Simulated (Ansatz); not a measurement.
# Ta4N5: sliding across a plane

Aim: for Ta4N5, slide the crystal rigidly across a (-1 -1 0) plane.

Method: DFT PBEsol, scalar-relativistic, plane waves, PAW, in Ansatz 0.2.0.

2 further runs of the same task are left out: 2 set aside as unsound or not needed. Runs told in other sessions of the task aren't counted.

## Step 1: The structure to begin with

The structure is tetragonal, space group I4/m (No. 87). The conventional cell has a = 6.826 Å, b = 6.826 Å, c = 4.254 Å, α = 90.00°, β = 90.00°, γ = 90.00°. Ta (site symmetry m) has 6 N at 2.07 to 2.21 Å in its first shell of neighbours. N (site symmetry 4/m) has 4 Ta at 2.07 Å in its first shell of neighbours. Around N (site symmetry m) lie 5 Ta at 2.13 to 2.21 Å.

Structure file:

```cif
data_structure
_symmetry_space_group_name_H-M 'I4/m'
_symmetry_Int_Tables_number 87
_cell_length_a 6.8256
_cell_length_b 6.8256
_cell_length_c 4.2538
_cell_angle_alpha 90.000
_cell_angle_beta 90.000
_cell_angle_gamma 90.000
_cell_volume 198.18
loop_
_atom_site_label
_atom_site_type_symbol
_atom_site_symmetry_multiplicity
_atom_site_Wyckoff_symbol
_atom_site_fract_x
_atom_site_fract_y
_atom_site_fract_z
_atom_site_occupancy
Ta1 Ta 8 h 0.60487 0.78438 0.00000 1
N1 N 2 b 0.00000 0.00000 0.50000 1
N2 N 8 h 0.30592 0.90817 0.00000 1
```

It goes back to an entry of the Materials Project, which need not be the stable form.

It is built from the cell relaxed beforehand with the same method (11.01 Å³/atom).

## Step 2: The reference cell

The cell is repeated 2 times, 18 atoms in all. The reference gives a free energy of -82259.4281 eV, pressure 0.01 GPa, largest force 0.006 eV/Å and gap on the mesh none (metal). It was computed beforehand with the settings of the runs below.

## Step 3: The scan: sliding across a plane

The cut lies on the cell's a–b face, a (-1 -1 0) plane of area 20.53 Å², between layers 0.99 Å apart (N, Ta below, N, Ta above); the cell is 9.7 Å thick. Vector c is tilted by f times 0·a + 1·b (length 5.274 Å) with the atoms' Cartesian places fixed: one unrelaxed fault per cell.

## Step 4: At f = 0.200

Input file input.yaml:

```yaml
crystal:
  lattice:
    - [0.0, 0.0, -4.2537775158]
    - [-3.4127997732, -3.4127997732, -2.1268887579]
    - [-7.508159501, 6.1430395918, -0.4253777516]
  atoms:
    - { symbol: Ta, position: [0.1946286426, 0.5427914863, 0.3397561429] }
    - { symbol: Ta, position: [0.6946286426, 0.4427914863, 0.8397561429] }
    - { symbol: Ta, position: [0.089756143, 0.8094134426, 0.0553713575] }
    - { symbol: Ta, position: [0.589756143, 0.7094134426, 0.5553713575] }
    - { symbol: Ta, position: [0.9102438571, 0.0905865574, 0.4446286425] }
    - { symbol: Ta, position: [0.4102438571, -0.0094134426, 0.9446286425] }
    - { symbol: Ta, position: [0.8053713575, 0.3572085137, 0.1602438571] }
    - { symbol: Ta, position: [0.3053713574, 0.2572085137, 0.6602438571] }
    - { symbol: "N", position: [0.0, 0.95, 0.25] }
    - { symbol: "N", position: [0.5, 0.85, 0.75] }
    - { symbol: "N", position: [0.107044666, 0.675685088, 0.5511279003] }
    - { symbol: "N", position: [0.6070446659, 0.775685088, 0.0511279003] }
    - { symbol: "N", position: [0.3011279004, 0.3691531325, 0.142955334] }
    - { symbol: "N", position: [0.8011279004, 0.2691531325, 0.642955334] }
    - { symbol: "N", position: [0.6988720997, 0.5308468675, 0.357044666] }
    - { symbol: "N", position: [0.1988720997, 0.4308468675, 0.857044666] }
    - { symbol: "N", position: [0.892955334, 0.024314912, 0.9488720997] }
    - { symbol: "N", position: [0.392955334, 0.124314912, 0.4488720997] }
basis:
  ecutwfc: 420
kpoints:
  mp_grid: { grid: [10, 8, 4] }
hamiltonian:
  xc: pbesol
scf:
  occupations: { method: gaussian, width: 0.15 }
output:
  forces: true
  stress: true
  eigenvalues: true
```

Command:

```console
$ ansatz run input.yaml --threads 2 --pin off --max-ram 5120MiB --backend cpu --events-out ev --progress --plain --runs-dir out
```

What it wrote, cut to the lines that bear on the results:

```text
Warning: RAYON_NUM_THREADS=2 ignored (pool sized by the plan → 2); use --threads N
[...]
Pseudopotentials: kind: paw
Pseudopotential: Ta, paw, valence charge 13, recommended cutoff 420 eV (normal), Ta.paw.azcp
Pseudopotential: N, paw, valence charge 5, recommended cutoff 420 eV (normal), N.paw.azcp
Functional definition: PBEsol
[...]
Crystal: 18 atoms, lattice volume = 198.178 Å³
Basis set: ecut = 420 eV, 3863 PW (Γ), exchange–correlation on 60×72×144 points (8 copies of the dense FFT grid, shifted against one another)
Bands: 95, of which v1, the nominal top of the filled ones, is band 77 counted from 1 (76 counted from 0)
Symmetry: 2 space group operations
Space group: P-1 (ITA 2), of the structure as read, at distance tolerance 5.8e-5 Å
k-points: 164 of 320
[...]
SCF iter   1: F=—  HF=-82239.128129 eV  |F-HF|=—  |Δ(HF+E_count)|=         —  Δρ=2.26e-2  dr2=1.33e0  ethr=1.77e-3  ⟨swp⟩=7.0  Hψ=64731  notcnv=0
[...]
SCF iter   8: F=-82238.911444 eV  HF=-82238.911444 eV  |F-HF|=6.40e-10  |Δ(HF+E_count)|=   9.35e-8  Δρ=2.38e-6  dr2=9.56e-9  ethr=6.49e-11  ⟨swp⟩=12.6  Hψ=70253  notcnv=0
[...]
SCF converged after 8 iterations
Free energy (F): -82238.911444 eV
[...]
E sigma→0 (E₀):  -82238.882043 eV
Entropy (-TS):   -0.058802 eV (-3.267 meV/atom)
Fermi energy:    17.874149 eV
[...]
--- Forces (eV/Å), atoms counted from 1 ---
  atom   1  Ta    -0.45183423     0.59000452     0.12073460
  atom   2  Ta     0.45657660    -1.36517734     0.54871009
  atom   3  Ta    -1.57789295    38.97782933    -1.47385148
  atom   4  Ta     0.01264228     0.21536086    -0.11116338
  atom   5  Ta    -0.01264228    -0.21536086     0.11116338
  atom   6  Ta     1.57789295   -38.97782933     1.47385148
  atom   7  Ta    -0.45657660     1.36517734    -0.54871009
  atom   8  Ta     0.45183423    -0.59000452    -0.12073460
[...]
--- Stress (GPa, compression-positive) ---
        0.791346      -4.139081       0.287614
       -4.139082      96.580023     -13.593520
        0.287614     -13.593521      23.838384
  P = ⅓ Tr σ = 40.4033 GPa (404.033 kbar)
--- Band table (eV; the first three rows and the last of 164) ---
[...]
```

Run time: 1.7 min. Hardware: 2 threads of Arm Neoverse V2, shared host; peak memory 2 GiB.

## Step 5: At f = 0.400

Input file input.yaml:

```yaml
crystal:
  lattice:
    - [0.0, 0.0, -4.2537775158]
    - [-3.4127997732, -3.4127997732, -2.1268887579]
    - [-8.1907194557, 5.4604796371, -0.8507555032]
  atoms:
    - { symbol: Ta, position: [0.1946286426, 0.4748402577, 0.3397561429] }
    - { symbol: Ta, position: [0.6946286426, 0.2748402577, 0.8397561429] }
    - { symbol: Ta, position: [0.089756143, 0.7983391711, 0.0553713575] }
    - { symbol: Ta, position: [0.589756143, 0.5983391711, 0.5553713575] }
    - { symbol: Ta, position: [0.910243857, 0.0016608289, 0.4446286425] }
    - { symbol: Ta, position: [0.4102438571, -0.1983391711, 0.9446286425] }
    - { symbol: Ta, position: [0.8053713575, 0.3251597423, 0.1602438571] }
    - { symbol: Ta, position: [0.3053713574, 0.1251597423, 0.6602438571] }
    - { symbol: "N", position: [0.0, 0.9, 0.25] }
    - { symbol: "N", position: [0.5, 0.7, 0.75] }
    - { symbol: "N", position: [0.1070446659, 0.565459508, 0.5511279003] }
    - { symbol: "N", position: [0.607044666, 0.765459508, 0.0511279003] }
    - { symbol: "N", position: [0.3011279004, 0.3405620657, 0.142955334] }
    - { symbol: "N", position: [0.8011279004, 0.1405620657, 0.642955334] }
    - { symbol: "N", position: [0.6988720996, 0.4594379343, 0.357044666] }
    - { symbol: "N", position: [0.1988720997, 0.2594379343, 0.857044666] }
    - { symbol: "N", position: [0.892955334, -0.165459508, 0.9488720997] }
    - { symbol: "N", position: [0.392955334, 0.034540492, 0.4488720997] }
basis:
  ecutwfc: 420
kpoints:
  mp_grid: { grid: [10, 8, 4] }
hamiltonian:
  xc: pbesol
scf:
  occupations: { method: gaussian, width: 0.15 }
output:
  forces: true
  stress: true
  eigenvalues: true
```

Command:

```console
$ ansatz run input.yaml --threads 2 --pin off --max-ram 5120MiB --backend cpu --events-out ev --progress --plain --runs-dir out
```

What it wrote, cut to the lines that bear on the results:

```text
[...]
SCF converged after 8 iterations
Free energy (F): -82210.736281 eV
[...]
E sigma→0 (E₀):  -82210.708129 eV
Entropy (-TS):   -0.056305 eV (-3.128 meV/atom)
Fermi energy:    17.569305 eV
[...]
--- Forces (eV/Å), atoms counted from 1 ---
  atom   1  Ta    -0.53412109     0.11003388    -0.21137296
  atom   2  Ta     0.19822838    -1.57952872     0.52243763
  atom   3  Ta   -65.74035547    56.00779555    13.87543078
  atom   4  Ta     0.09111149     0.19171203    -0.11819747
  atom   5  Ta    -0.09111149    -0.19171203     0.11819747
  atom   6  Ta    65.74035547   -56.00779555   -13.87543078
  atom   7  Ta    -0.19822838     1.57952872    -0.52243763
  atom   8  Ta     0.53412109    -0.11003388     0.21137296
[...]
--- Stress (GPa, compression-positive) ---
       77.121164     -61.621424       5.164365
      -61.621424      59.860097     -14.670768
        5.164364     -14.670768     121.294726
  P = ⅓ Tr σ = 86.0920 GPa (860.920 kbar)
--- Band table (eV; the first three rows and the last of 164) ---
[...]
```

Run time: 1.8 min. Hardware: 2 threads of Arm Neoverse V2, shared host; peak memory 2 GiB.

## Step 6: Point f = 0.600

Input file input.yaml:

```yaml
crystal:
  lattice:
    - [0.0, 0.0, -4.2537775158]
    - [-3.4127997732, -3.4127997732, -2.1268887579]
    - [-8.8732794103, 4.7779196825, -1.2761332547]
  atoms:
    - { symbol: Ta, position: [0.1946286425, 0.4068890292, 0.3397561429] }
    - { symbol: Ta, position: [0.6946286425, 0.1068890292, 0.8397561429] }
    - { symbol: Ta, position: [0.0897561429, 0.7872648996, 0.0553713575] }
    - { symbol: Ta, position: [0.5897561429, 0.4872648996, 0.5553713575] }
    - { symbol: Ta, position: [0.910243857, -0.0872648996, 0.4446286425] }
    - { symbol: Ta, position: [0.410243857, -0.3872648996, 0.9446286425] }
    - { symbol: Ta, position: [0.8053713574, 0.2931109708, 0.1602438571] }
    - { symbol: Ta, position: [0.3053713574, -0.0068890292, 0.6602438571] }
    - { symbol: "N", position: [0.0, 0.85, 0.25] }
    - { symbol: "N", position: [0.5, 0.55, 0.75] }
    - { symbol: "N", position: [0.1070446659, 0.4552339279, 0.5511279003] }
    - { symbol: "N", position: [0.6070446659, 0.7552339279, 0.0511279003] }
    - { symbol: "N", position: [0.3011279004, 0.3119709989, 0.142955334] }
    - { symbol: "N", position: [0.8011279003, 0.0119709989, 0.642955334] }
    - { symbol: "N", position: [0.6988720996, 0.3880290011, 0.357044666] }
    - { symbol: "N", position: [0.1988720996, 0.0880290011, 0.857044666] }
    - { symbol: "N", position: [0.892955334, -0.3552339279, 0.9488720997] }
    - { symbol: "N", position: [0.392955334, -0.0552339279, 0.4488720997] }
basis:
  ecutwfc: 420
kpoints:
  mp_grid: { grid: [10, 8, 4] }
hamiltonian:
  xc: pbesol
scf:
  occupations: { method: gaussian, width: 0.15 }
output:
  forces: true
  stress: true
  eigenvalues: true
```

Command:

```console
$ ansatz run input.yaml --threads 2 --pin off --max-ram 5120MiB --backend cpu --events-out ev --progress --plain --runs-dir out
```

What it wrote, cut to the lines that bear on the results:

```text
Warning: RAYON_NUM_THREADS=2 ignored (pool sized by the plan → 2); use --threads N
[...]
[... 4 set-up lines as earlier in the session ...]
[...]
Crystal: 18 atoms, lattice volume = 198.178 Å³
Basis set: ecut = 420 eV, 3875 PW (Γ), exchange–correlation on 60×72×144 points (8 copies of the dense FFT grid, shifted against one another)
Bands: 95, of which v1, the nominal top of the filled ones, is band 77 counted from 1 (76 counted from 0)
[... 2 set-up lines as earlier in the session ...]
k-points: 164 of 320
[...]
SCF iter   1: F=—  HF=-82238.586179 eV  |F-HF|=—  |Δ(HF+E_count)|=         —  Δρ=2.35e-2  dr2=1.66e0  ethr=1.77e-3  ⟨swp⟩=6.8  Hψ=68348  notcnv=0
[...]
SCF converged after 8 iterations
Free energy (F): -82238.292420 eV
[...]
E sigma→0 (E₀):  -82238.265844 eV
Entropy (-TS):   -0.053151 eV (-2.953 meV/atom)
Fermi energy:    18.044757 eV
[...]
--- Forces (eV/Å), atoms counted from 1 ---
  atom   1  Ta    -0.10536939     0.15243602    -0.25182744
  atom   2  Ta     1.12483746    -1.94701547     1.94632400
  atom   3  Ta   -36.97708270    -1.36442698    13.03628676
  atom   4  Ta     0.34585122    -0.12801301    -0.05085810
  atom   5  Ta    -0.34585122     0.12801301     0.05085810
  atom   6  Ta    36.97708270     1.36442698   -13.03628676
  atom   7  Ta    -1.12483746     1.94701547    -1.94632400
  atom   8  Ta     0.10536939    -0.15243602     0.25182744
[...]
--- Stress (GPa, compression-positive) ---
       55.281066      -1.647469     -11.732340
       -1.647470      11.608551      -9.901681
      -11.732340      -9.901681      27.685734
  P = ⅓ Tr σ = 31.5251 GPa (315.251 kbar)
--- Band table (eV; the first three rows and the last of 164) ---
[...]
```

Wall time 1.8 min (2 threads of Arm Neoverse V2, shared host); peak memory 2 GiB.

## Step 7: At f = 0.800

Input file input.yaml:

```yaml
crystal:
  lattice:
    - [0.0, 0.0, -4.2537775158]
    - [-3.4127997732, -3.4127997732, -2.1268887579]
    - [-9.555839365, 4.0953597278, -1.7015110063]
  atoms:
    - { symbol: Ta, position: [0.1946286425, 0.3389378006, 0.3397561429] }
    - { symbol: Ta, position: [0.6946286426, -0.0610621994, 0.8397561429] }
    - { symbol: Ta, position: [0.0897561429, 0.7761906281, 0.0553713575] }
    - { symbol: Ta, position: [0.589756143, 0.3761906281, 0.5553713575] }
    - { symbol: Ta, position: [0.910243857, -0.1761906281, 0.4446286425] }
    - { symbol: Ta, position: [0.4102438571, -0.5761906281, 0.9446286425] }
    - { symbol: Ta, position: [0.8053713574, 0.2610621994, 0.1602438571] }
    - { symbol: Ta, position: [0.3053713574, -0.1389378006, 0.6602438571] }
    - { symbol: "N", position: [0.0, 0.8, 0.25] }
    - { symbol: "N", position: [0.5, 0.4, 0.75] }
    - { symbol: "N", position: [0.1070446659, 0.3450083479, 0.5511279003] }
    - { symbol: "N", position: [0.6070446659, 0.7450083479, 0.0511279003] }
    - { symbol: "N", position: [0.3011279004, 0.2833799321, 0.142955334] }
    - { symbol: "N", position: [0.8011279003, -0.1166200679, 0.642955334] }
    - { symbol: "N", position: [0.6988720996, 0.3166200679, 0.357044666] }
    - { symbol: "N", position: [0.1988720997, -0.0833799321, 0.857044666] }
    - { symbol: "N", position: [0.892955334, -0.5450083479, 0.9488720997] }
    - { symbol: "N", position: [0.392955334, -0.1450083479, 0.4488720997] }
basis:
  ecutwfc: 420
kpoints:
  mp_grid: { grid: [10, 8, 4] }
hamiltonian:
  xc: pbesol
scf:
  occupations: { method: gaussian, width: 0.15 }
output:
  forces: true
  stress: true
  eigenvalues: true
  write_density: true
  write_potential: true
  elf: true
  volumetric_format: npy
```

Command:

```console
$ ansatz run input.yaml --threads 2 --pin off --max-ram 5120MiB --backend cpu --events-out ev --progress --plain --runs-dir out
```

What it wrote, cut to the lines that bear on the results:

```text
Warning: RAYON_NUM_THREADS=2 ignored (pool sized by the plan → 2); use --threads N
[...]
[... 4 set-up lines as earlier in the session ...]
[...]
Crystal: 18 atoms, lattice volume = 198.178 Å³
Basis set: ecut = 420 eV, 3863 PW (Γ), exchange–correlation on 60×72×144 points (8 copies of the dense FFT grid, shifted against one another)
Bands: 95, of which v1, the nominal top of the filled ones, is band 77 counted from 1 (76 counted from 0)
[... 2 set-up lines as earlier in the session ...]
k-points: 164 of 320
[...]
SCF iter   1: F=—  HF=-82253.201860 eV  |F-HF|=—  |Δ(HF+E_count)|=         —  Δρ=1.77e-2  dr2=1.49e0  ethr=1.77e-3  ⟨swp⟩=7.0  Hψ=64922  notcnv=0
[...]
SCF converged after 7 iterations
Free energy (F): -82253.020114 eV
[...]
E sigma→0 (E₀):  -82252.988297 eV
Entropy (-TS):   -0.063634 eV (-3.535 meV/atom)
Fermi energy:    17.946732 eV
[...]
--- Forces (eV/Å), atoms counted from 1 ---
  atom   1  Ta    -0.06483167     0.33013759    -0.22480413
  atom   2  Ta     0.70912686     0.38063825     1.62147457
  atom   3  Ta    -6.64457173    -0.00062496    -0.03245340
  atom   4  Ta     0.23547851    -0.40471734     0.02022613
  atom   5  Ta    -0.23547851     0.40471734    -0.02022613
  atom   6  Ta     6.64457173     0.00062496     0.03245340
  atom   7  Ta    -0.70912686    -0.38063825    -1.62147457
  atom   8  Ta     0.06483167    -0.33013759     0.22480413
[...]
--- Stress (GPa, compression-positive) ---
       24.473849      -3.198057       2.071275
       -3.198054       6.725188      -5.608662
        2.071277      -5.608661       3.770930
  P = ⅓ Tr σ = 11.6567 GPa (116.567 kbar)
--- Band table (eV; the first three rows and the last of 164) ---
[...]
```

It took 2.5 min on 2 threads of Arm Neoverse V2, shared host; peak memory 2 GiB.

Density in a lattice plane of the grid's cell (edges 4.25 and 10.53 Å, at 0.317 of the third edge), which holds Ta and N.

Ten even steps from ' ' (0.02 e/Å³) to '@' (4.32 e/Å³):
```
::..  --%%@@==  ..::
        ::--..      
          ..        
        ::==--..    
        ::**++..    
          ::::..    
          ..::..    
--++--....##@@##....
==%%**::..##@@@@--..
..----..  ..====..  
  ....      ....    
..++##==....==++--..
::@@%%@@--..++%%**..
..++@@%%::  ::--::..
  ......      ....  
  ..::::..  ::**##--
..::**##==..--@@@@%%
....--**==....++##++
      ..::..  ......
::..  ::****::  ..::
```
Columns run along the first of these edges and rows up along the second, over one cell in 10 and 20 even steps from the bottom left corner. Atoms in the plane (fractional): Ta at (0.19, 0.34), N at (0.11, 0.55), N at (0.70, 0.36).

ELF in the same plane.

Ten even steps from '0' (0.01) to '9' (0.82):
```
9935887268
7622564136
1012454200
0016999820
0005978940
0002688730
6751133212
9896387836
9268385755
8997236622
2222234432
3886289895
4717468186
2878439996
2222232222
2699724886
2773845738
2598962787
4244322223
9615884379
```
Columns run along the first of these edges and rows up along the second, over one cell in 10 and 20 even steps from the bottom left corner. Atoms in the plane (fractional): Ta at (0.19, 0.34), N at (0.11, 0.55), N at (0.70, 0.36).

Both are smooth fields of the valence electrons: close to the nuclei they are not physical.

Outside the cores ELF peaks at 0.85 in the shell around N, 0.6 Å from N; 0.85 beside N, off the lines to its neighbours, 0.6 Å from N; 0.84 on the N–Ta line, 0.7 Å from N.

## Step 8: All points together

Collected from the runs (energy zero: the undisturbed cell):

```csv
f,γ (mJ/m²),shear traction (GPa)
0.000,0,0.0
0.200,16011,336.9
0.400,37998,-114.5
0.600,16494,-180.3
0.800,5001,-75.5
```

## Step 9: Summary of results

| quantity | value |
| --- | --- |
| highest fault energy sampled | 37998 mJ/m² at f = 0.400 |
| largest shear traction sampled | 336.9 GPa |

What this shows: The highest point computed is 37998 mJ/m², at f = 0.400; the true top can lie between points. The values are for rigid blocks: relaxation normal to the plane would bring them down. Spin-orbit coupling is left out for Ta. Where forces pass 15 eV/Å atoms stand far too close, the PAW spheres overlap strongly and those numbers are rough.
